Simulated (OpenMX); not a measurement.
## Ge under changes of volume

One of the cells (22.639 Å³/atom); the others are scaled copies at fixed shape and fractional positions:

```
CELL_PARAMETERS angstrom
0.00000 2.82891 2.82891
2.82891 0.00000 2.82891
2.82891 2.82891 0.00000
ATOMIC_POSITIONS crystal
Ge 0.75000 0.75000 0.75000
Ge 0.50000 0.50000 0.50000
```

| Quantity | Value |
| --- | --- |
| Program | OpenMX 3.8.5 |
| Functional | PBE |
| Potentials or basis | OpenMX 2013 PBE set, Ge7.0-s3p2d2f1, fixed grid of 35 × 35 × 35 points |
| k mesh | 9 × 9 × 9 |
| Occupations | fermi-dirac, width 0.05 eV |
| Spin | no spin polarisation |

| volume (Å³/atom) | energy over the lowest point (meV/atom) | gap on the mesh (eV) |
| --- | --- | --- |
| 21.281 | ? | ? |
| 21.733 | 63.48 | 0.35 |
| 22.186 | 41.33 | 0.21 |
| 22.639 | 24.49 | none |
| 23.092 | 12.21 | none |
| 23.545 | 4.23 | none |
| 23.997 | 0.00 | none |

Task: What does the run at 21.281 Å³/atom give?

Result: Energy over the lowest point 91.71 meV/atom; gap on the mesh 0.42 eV.

Worked out: A Birch-Murnaghan fit of order 3 (a polynomial in V^(-2/3)) to the other rows has its minimum at 24.34 Å³/atom, just outside them, with B0 = V·E''(V) = 60 GPa and B' = 4.7. It gives 91.34 meV/atom at 21.281 Å³/atom, against the run's 91.71.

Energies are extrapolated to zero smearing.

Caveats: the basis of atomic orbitals isn't converged, which shifts pressures, moduli and gaps; an odd mesh through Γ misses points on the zone boundary, where band edges often lie (some runs). Spin-orbit coupling on Ge is left out.

A gap of «none» marks a metal or a gap under the smearing width.
